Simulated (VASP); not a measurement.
# Sn, core levels, initial state: which settings are enough?

Sn, Fd-3m (no. 227), 2 atoms in the cell. PBE, core levels, initial state; PAW potentials Sn_d (PBE set). VASP 6.6.1.

Wanted: core level below the reference within 0.02 eV.

POSCAR:
```
Sn
1.0
    0.0000000000      3.2333428000      3.2333428000
    3.2333428000      0.0000000000      3.2333428000
    3.2333428000      3.2333428000      0.0000000000
Sn
2
Direct
    0.7500000000      0.7500000000      0.7500000000
    0.5000000000      0.5000000000      0.5000000000
```

The series start from ENCUT (eV): 400; k mesh: 10 × 10 × 10; EDIFF (eV): 1e-7; SIGMA (eV): 0.1; PREC: Accurate; LREAL: no; ALGO: Normal. Each series keeps the choices made before it, and each single choice may use up half of a tolerance.

## ENCUT (eV)

| ENCUT (eV) | Core level below the reference, largest deviation (eV) | SCF iterations | Time (s) |
|---|---|---|---|
| 250 | 0.090 | 12 | 5.5 |
| 300 | 0.066 | 13 | 10 |
| 400 | 0.003 | 13 | 11 |
| 450 | 0.001 | 13 | 14 |
| 500 | 0.001 | 13 | 22 |
| 600 (reference) | 0.000 | 13 | 28 |

## k mesh

| k mesh | Core level below the reference, largest deviation (eV) | SCF iterations | Time (s) |
|---|---|---|---|
| 2 × 2 × 2 | 0.216 | 13 | 3.0 |
| 3 × 3 × 3 | 0.020 | 13 | 2.9 |
| 4 × 4 × 4 | 0.042 | 13 | 4.1 |
| 5 × 5 × 5 | 0.004 | 13 | 4.5 |
| 6 × 6 × 6 | 0.022 | 13 | 5.7 |
| 7 × 7 × 7 | 0.022 | 13 | 6.6 |
| 9 × 9 × 9 | 0.042 | 13 | 10 |
| 10 × 10 × 10 | 0.044 | 13 | 11 |
| 13 × 13 × 13 | 0.013 | 13 | 21 |
| 15 × 15 × 15 (reference) | 0.000 | 13 | 29 |

## EDIFF (eV)

| EDIFF (eV) | Core level below the reference, largest deviation (eV) | SCF iterations | Time (s) |
|---|---|---|---|
| 0.0001 | 0.001 | 10 | 22 |
| 1e-5 | 0.001 | 11 | 23 |
| 1e-6 | 0.000 | 12 | 26 |
| 1e-7 | 0.000 | 13 | 29 |
| 1e-8 (reference) | 0.000 | 15 | 32 |

## SIGMA (eV)

| SIGMA (eV) | Core level below the reference, largest deviation (eV) | SCF iterations | Time (s) |
|---|---|---|---|
| 0.3 | 0.039 | 10 | 21 |
| 0.2 | 0.019 | 10 | 21 |
| 0.1 | 0.013 | 10 | 22 |
| 0.05 (reference) | 0.000 | 10 | 21 |

## PREC

| PREC | Core level below the reference, largest deviation (eV) | SCF iterations | Time (s) |
|---|---|---|---|
| Accurate | 0.000 | 10 | 21 |
| Normal | 0.000 | 10 | 12 |

## LREAL

| LREAL | Core level below the reference, largest deviation (eV) | SCF iterations | Time (s) |
|---|---|---|---|
| no | 0.000 | 10 | 12 |
| Auto | 0.001 | 10 | 17 |

## ALGO

| ALGO | Core level below the reference, largest deviation (eV) | SCF iterations | Time (s) |
|---|---|---|---|
| Normal | 0.000 | 10 | 12 |
| Fast | 0.005 | 10 | 13 |
| All | 0.005 | 12 | 14 |

## Question

The rows run from the loosest to the tightest (no order: PREC, LREAL, ALGO). For each series: choose the loosest value from which every tighter one stays within half of the tolerance; where there is no order, keep the first row unless others stay within half of the tolerance and take at least 30 % less time, and then take the fastest.

## Answer

- ENCUT (eV): 400
- k mesh: 15 × 15 × 15, the tightest run, since the next looser one is off by more than half of the tolerance (convergence isn't shown beyond it)
- EDIFF (eV): 0.0001
- SIGMA (eV): 0.05, the tightest run, since the next looser one is off by more than half of the tolerance (convergence isn't shown beyond it)
- PREC: Normal
- LREAL: no
- ALGO: Normal

## All choices together

| Input | Core level below the reference, largest deviation (eV) | Time (s) |
|---|---|---|
| defaults, on a 9 × 9 × 9 mesh (naive) | 0.107 | 2.1 |
| chosen settings | 0.004 | 12 |
| reference settings throughout | 0.000 | 67 |

The chosen settings stay within the tolerance of the reference run, but the reference itself isn't shown to be converged in: k mesh, SIGMA (eV).

Values of the reference run: Core level below the reference: 468.9, 468.9 eV below the Fermi level.

## The input

INCAR:
```
SYSTEM = Sn
ALGO = Normal
EDIFF = 1E-4
ENCUT = 400
GGA = PE
ICORELEVEL = 1
ISMEAR = 1
KPAR = 2
LASPH = .True.
LCHARG = .False.
LREAL = .False.
LWAVE = .False.
NELM = 120
PREC = Normal
SIGMA = 0.05
```

KPOINTS:
```
Automatic mesh
0
Gamma
  15 15 15
  0 0 0
```

Commands:
```
cat potpaw_PBE.64/Sn_d/POTCAR > POTCAR
mpirun -np 2 vasp_std > vasp.out
```

Limits: Levels are depths of Sn 3d below the Fermi level, elements in the POSCAR's order.

The chosen input took VASP 6.6.1 12 s on 2 cores (AMD EPYC 9R45 (Zen 5)), a shared host.

## An input that fails: one k point for a small cell

It runs to its end, but against the unchanged starting input it is off by 1.194 eV in the core level below the reference.

k mesh: 10 × 10 × 10 becomes 1 × 1 × 1.

Changes against the starting input:
```
- KPAR = 2
```
